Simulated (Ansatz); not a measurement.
A plane-wave DFT run in Ansatz 0.2.0 (scalar-relativistic PAW potentials unless the input names others): input and command.

```yaml
crystal:
  lattice:
    - [4.402003243, 0.0, 0.0046213806]
    - [0.0, 4.4020056688, 0.0]
    - [-2.1989634889, 0.0, 1.8648027804]
  atoms:
    - { symbol: Au, position: [0.0, 0.0, 0.0] }
    - { symbol: Au, position: [0.5, 0.5, 0.0] }
basis:
  ecutwfc: 420
kpoints:
  mp_grid: { grid: [8, 8, 18] }
hamiltonian:
  xc: pbe
scf:
  occupations: { method: gaussian, width: 0.1 }
  mixing: { algorithm: msr1, beta: 0.7 }
output:
  forces: true
  eigenvalues: true
  stress: true
```

```bash
ansatz run input.yaml --threads 4 --pin off --max-ram 8192MiB --backend cpu --events-out ev --progress --plain --runs-dir out
```

Abridged log:
```
Basis set: ecut = 420 eV, 711 PW (Γ), exchange–correlation on 60×60×40 points (8 copies of the dense FFT grid, shifted against one another)
Bands: 23, of which v1, the nominal top of the filled ones, is band 19 counted from 1 (18 counted from 0)
Symmetry: 8 space group operations
k-points: 370 of 1152
SCF iter   1: F=—  HF=-26298.632267 eV  |F-HF|=—  |Δ(HF+E_count)|=         —  Δρ=1.67e-3  dr2=1.83e-4  ethr=1.77e-3  ⟨swp⟩=4.7  Hψ=31674  notcnv=0
SCF iter   2: F=—  HF=-26298.633669 eV  |F-HF|=—  |Δ(HF+E_count)|=   1.40e-3  Δρ=6.54e-4  dr2=3.55e-5  ethr=4.81e-7  ⟨swp⟩=2.6  Hψ=19257  notcnv=0
SCF iter   3: F=—  HF=-26298.633736 eV  |F-HF|=—  |Δ(HF+E_count)|=   6.78e-5  Δρ=5.98e-5  dr2=6.92e-7  ethr=9.33e-8  ⟨swp⟩=2.0  Hψ=12536  notcnv=0
SCF iter   4: F=-26298.633737 eV  HF=-26298.633737 eV  |F-HF|=1.16e-8  |Δ(HF+E_count)|=   3.52e-7  Δρ=1.62e-5  dr2=7.70e-8  ethr=1.82e-9  ⟨swp⟩=2.4  Hψ=15639  notcnv=0
SCF iter   5: F=-26298.633737 eV  HF=-26298.633737 eV  |F-HF|=1.80e-9  |Δ(HF+E_count)|=   2.17e-8  Δρ=4.53e-6  dr2=4.87e-9  ethr=2.03e-10  ⟨swp⟩=2.5  Hψ=13114  notcnv=0
SCF iter   6: F=-26298.633737 eV  HF=-26298.633737 eV  |F-HF|=1.02e-10  |Δ(HF+E_count)|=   2.12e-9  Δρ=9.63e-7  dr2=2.72e-10  ethr=1.28e-11  ⟨swp⟩=2.4  Hψ=26943  notcnv=0
SCF 1 converged in 6 iterations: F = -26298.633737 eV  dr2 = 2.72e-10
SCF converged after 6 iterations
Free energy (F): -26298.633737 eV
Harris-Foulkes:  -26298.633737 eV  (|F-HF|=1.02e-10)
Internal energy: -26298.630713 eV  (E = F + TS)
E sigma→0 (E₀):  -26298.632225 eV
Entropy (-TS):   -0.003024 eV (-1.512 meV/atom)
Fermi energy:    19.061243 eV
--- Forces (eV/Å), atoms counted from 1 ---
  atom   1  Au     0.00000000     0.00000000     0.00000000
  atom   2  Au     0.00000000     0.00000000     0.00000000
--- Stress (GPa, compression-positive) ---
       -1.046819       0.000000       0.013942
        0.000000      -0.467854       0.000000
        0.013942       0.000000      -0.016975
  P = ⅓ Tr σ = -0.5105 GPa (-5.105 kbar)
```

Apart from outputs and empty bands, the input differs from a reference run on usual settings in scf.mixing.algorithm: not typed → "msr1"; scf.mixing.beta: not typed → 0.7. The reference, at the same geometry (not necessarily relaxed), gave pressure -0.51 GPa, largest force 0.000 eV/Å, no gap on the mesh. This run converged in 6 SCF iterations (reference: 6) with an energy at zero smearing within 0.01 meV/atom of the reference's, pressure -0.51 GPa, largest force 0.000 eV/Å, no gap on the mesh.

The run took 3.9 s on 4 threads of Arm Neoverse V2, on a shared host, peak memory 0.48 GiB.